**Q:** I need one functional for nickel in the simple cubic structure. BLYP and PBE give almost the same moment, so I thought they confirmed each other. Is that sound?

Simple cubic nickel, calculated with Ansatz 0.2.0: collinear DFT, plane waves to 420 eV, scalar-relativistic PAW datasets made for PBE, Fermi-Dirac smearing of 0.05 eV. Each row uses the lowest-energy magnetic start tried. Volume, bulk modulus and its pressure derivative come from a third-order Birch-Murnaghan fit; site moments are taken within atomic spheres.

| functional | k mesh | starting moments | volume per atom (Å³) | bulk modulus (GPa) | bulk modulus pressure derivative | largest site moment (μB) | magnetic order |
| --- | --- | --- | --- | --- | --- | --- | --- |
| LDA | 23×23×23 | Ni +0.46 μB | 11.53 | 187 | 4.89 | 0.46 | ferromagnetic |
| PBEsol | 13×13×13 | Ni +0.53 Ni +0.53 μB | 11.98 | 167 | 4.94 | 0.53 | non-magnetic |
| PBE | 19×19×19 | Ni -0.57 Ni -0.57 μB | 12.63 | 138 | 5.33 | 0.57 | non-magnetic |
| revPBE | 13×13×13 | Ni -0.62 Ni -0.62 μB | 12.93 | 125 | 5.60 | 0.61 | non-magnetic |
| RPBE | 13×13×13 | Ni -0.65 Ni -0.65 μB | 13.06 | 120 | 5.68 | 0.63 | non-magnetic |
| BLYP | 13×13×13 | Ni -0.53 Ni -0.53 μB | 13.28 | 119 | 5.37 | 0.55 | non-magnetic |

**A:** Look at the volumes before you trust the moments. BLYP puts the atoms in a cell about 5 % larger than PBE does, yet its moment is slightly smaller. Among the other five functionals, a larger volume comes with a larger moment. BLYP breaks that pattern, and this is the sign that two differences between BLYP and PBE may be cancelling.

**Q:** Before that, five rows are called non-magnetic. Do they have a moment at all?

**A:** They do, and the label is wrong. In a non-magnetic solution the site moments vanish, and in an antiferromagnetic one they cancel over the cell. In these five rows the two atoms of the cell carry equal, parallel moments, and for PBE the cell as a whole has nearly twice the moment of one site. All six rows are therefore ferromagnetic and can be compared as one kind of state.

**Q:** Why do the functionals disagree so much about the volume?

**A:** Start from a uniform electron gas. The local-density approximation, LDA, treats each point of the crystal as a piece of such a gas. PBEsol, PBE, revPBE and RPBE add a correction that depends on how fast the density varies, and in the exchange part it lowers the energy where the variation is strong. Pulling atoms apart makes the density between them thinner and more uneven, so the correction favours expansion.

At the moderate density gradients that matter most in a solid, the strength of this exchange correction grows from PBEsol through PBE and revPBE to RPBE, and the volume follows the same order. You could have guessed that PBEsol, with its weak correction, would fall between LDA and PBE. BLYP, which has the largest volume of all, is not explained by this series: its exchange and its correlation are both built differently, and these calculations don't show which of them expands the cell. The table shows the disagreement; the verdict that LDA binds too strongly comes from ordinary face-centred cubic nickel, where its volume is known to be too small.

**Q:** And the moment simply follows the volume?

**A:** To a large extent. Think of two extremes. When atoms are far apart, the d levels hardly broaden into bands, and aligning spins costs little band energy; when they are squeezed together, the bands are wide and alignment is expensive. The calculations show the result of this competition: in RPBE the site moment grows from 0.49 to 0.80 μB as the cell is scaled from 0.88 to 1.08 times its starting volume.

**Q:** Then how do I separate a wrong volume from a wrong description of magnetism?

**A:** Compare the functionals at one volume. I chose 12.2 Å³ per atom, which lies inside the range of scaled cells for every functional. The starting cells were not quite at zero pressure, so their volume $V$ has to be estimated from the equilibrium volume $V_0$, the bulk modulus $B$, its pressure derivative $B'$ and the remaining pressure $P$. For BLYP, with $P=0.743$ GPa, the Murnaghan relation gives

$$V=V_0\left(1+\frac{B'P}{B}\right)^{-1/B'}=13.28\left(1+\frac{5.37\times0.743}{119}\right)^{-1/5.37}\approx13.2\ \text{Å}^3 .$$

The common volume is thus about 0.92 of the BLYP starting cell, and the calculation at that scaling gives a moment of 0.47 μB. The estimate has no adjustable constant. Where the cell edge is known, for PBEsol, revPBE and RPBE, it reproduces the volume to within about 0.2 %. The printed output after this exchange has the common-volume moments for all six functionals.

**Q:** What changes when the volumes are equal?

**A:** The LDA problem nearly disappears. In the table its moment is 0.17 μB below that of RPBE; at the common volume the gap is only about 0.03 μB. Most of LDA's small moment is therefore inherited from its small cell. Its treatment of spin differs much less from that of RPBE than the table suggests. Don't read meaning into the small gap that is left: all six functionals run on PAW datasets made for PBE, a mismatch that the LDA and PBEsol runs flag with a warning, and convergence with the k mesh was not tested.

BLYP does the opposite. Its shortfall against PBE grows from 0.02 to about 0.06 μB, and it now has the lowest moment of all six. The near agreement that reassured you came from a large cell, which raises the moment, combined with a weaker tendency to polarise, which lowers it.

**Q:** Why would BLYP polarise less?

**A:** Consider the limit in which all spins point the same way. In a uniform gas, roughly half of the correlation energy survives there, because parallel electrons still avoid one another beyond what exchange demands. The LYP correlation in BLYP drops to zero in that limit. Complete polarisation then forfeits too much correlation energy. Nickel is far from that limit, though: here only about half a μB is aligned among ten valence electrons, and for such weak polarisation the loss need not be too large.

LYP is therefore a suspect, not a proven cause. BLYP also has a different exchange part, and the two were not varied separately. The coarser k mesh is a less likely culprit. RPBE and revPBE use the same mesh as BLYP, and also datasets made for PBE, yet their moments at the common volume stay close to PBE's.

**Q:** Does the same trap exist for the stiffness? LDA looks far stiffer than RPBE.

**A:** It does, and here the order even reverses. At their own equilibrium volumes LDA has 187 GPa and RPBE 120 GPa. From the pressures of neighbouring cells near 12.2 Å³, LDA has about 138 GPa and RPBE about 174 GPa. At that volume the LDA crystal is stretched and the RPBE crystal is compressed, and a crystal stiffens when compressed.

**Q:** If the volume were the whole story, the two should become equal. Why does RPBE end up stiffer?

**A:** Use the limit of separated atoms again. The gradient correction acts like an extra outward pressure on the crystal, but once the atoms no longer touch, further expansion gains nothing and that pressure must die away. The limit alone doesn't say where the fading begins, but the calculated pressures show it around the common volume: as the cell grows there, the pressure in RPBE exceeds that in LDA by less and less. An extra pressure that fades on expansion and grows on compression resists a change of volume, so it adds stiffness. RPBE is soft in the table because it settles at a large volume, where the crystal as a whole is soft.

**Q:** So what should I check before I choose?

**A:** Read volume, moment and stiffness together, and ask what each functional would give at the same volume. If a difference shrinks there, as the LDA moment does, the volume is the main thing to correct. If it grows, as for BLYP, the agreement at equilibrium was a cancellation, and it can fail when both functionals are run in one fixed cell. Applied pressure alone need not expose it, because each functional then still settles at its own volume.

Printed output of the fit:

```
Difference from PBE:
     row  volume (%)  bulk modulus (%)  moment (muB)  volume of unscaled cell (A3)
     LDA      -8.709             35.51         -0.11                         11.53
  PBEsol      -5.146             21.01         -0.04                         11.92
     PBE           0                 0             0                         12.54
  revPBE       2.375             -9.42          0.04                         12.83
    RPBE       3.405            -13.04          0.06                         12.95
    BLYP       5.146            -13.77         -0.02                          13.2
Rows labelled non-magnetic with a site moment above 0.5 muB: 5
PBE net cell moment over one site moment (two atoms in the cell): 1.95
Volume of BLYP above LDA (%): 15.18
Bulk modulus of RPBE below LDA (%): 35.83
LDA moment at 12.2 A3 (muB): 0.5204
PBEsol moment at 12.2 A3 (muB): 0.5507
PBE moment at 12.2 A3 (muB): 0.5336
revPBE moment at 12.2 A3 (muB): 0.5447
RPBE moment at 12.2 A3 (muB): 0.5484
BLYP moment at 12.2 A3 (muB): 0.4704
RPBE less LDA moment in the table (muB): 0.17
RPBE less LDA moment at 12.2 A3 (muB): 0.02796
PBE less BLYP moment in the table (muB): 0.02
PBE less BLYP moment at 12.2 A3 (muB): 0.06318
LDA bulk modulus near 12.2 A3 from run pressures (GPa): 138.2
RPBE bulk modulus near 12.2 A3 from run pressures (GPa): 174.1
```
